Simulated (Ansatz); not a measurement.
ZrS$_{2}$: what symmetry allows forces and stress to be

```
Zr S
1.0
     3.80344    0.00000    0.00000
    -1.90172    3.29388    0.00000
     0.00000    0.00000    5.60301
Zr S
1 2
Cartesian
  0.0000 0.0000 0.0000
  0.0000 2.1959 1.4667
  1.9017 1.0980 4.1364
```

Level of theory: DFT PBE, scalar-relativistic, plane waves, PAW (Ansatz 0.2.0).

Cutoff 420 eV; k points 9×9×6 on the computed 3-atom cell (Γ-centred); Gaussian smearing, width 0.02 eV; no spin polarisation.

This distorted cell has space group P-3m1, with 12 operations.

Q: Without a calculation: in which directions can each atom feel a force?

A: A force must be left unchanged by every operation that keeps its atom in place, so it lies in the space that those operations leave fixed. Atoms that the group maps onto each other feel forces of one size.
| atom | site symmetry | operations at the site | equivalent to atom | allowed force (Cartesian) |
| --- | --- | --- | --- | --- |
| Zr1 | -3m. | 12 | 1 | none |
| S2 | 3m. | 6 | 2 | along (0.00, 0.00, 1.00) |
| S3 | 3m. | 6 | 2 | along (0.00, 0.00, 1.00) |

That leaves 1 independent force component of 9. A relaxation in this cell that keeps the symmetry moves the atoms in these directions alone.

Q: And the stress tensor?

A: It must be invariant under the point group, which leaves 2 independent components: yz, xz, xy vanish; xx = yy.

Q: Do the computed values obey this?

A: Yes. Forces (eV/Å):
```
Zr1  0.000  0.000  0.000
S2   0.000  0.000 -0.914
S3   0.000  0.000  0.914
```

Stress (GPa, compression positive, xx yy zz yz xz xy): -7.10 -7.10 -2.26 0.00 0.00 0.00. The program imposes the same operations on density, forces and stress, so this confirms the analysis and is no independent test of the calculation.

 The cell holds layers, and where no dispersion correction was added their binding is poorly described.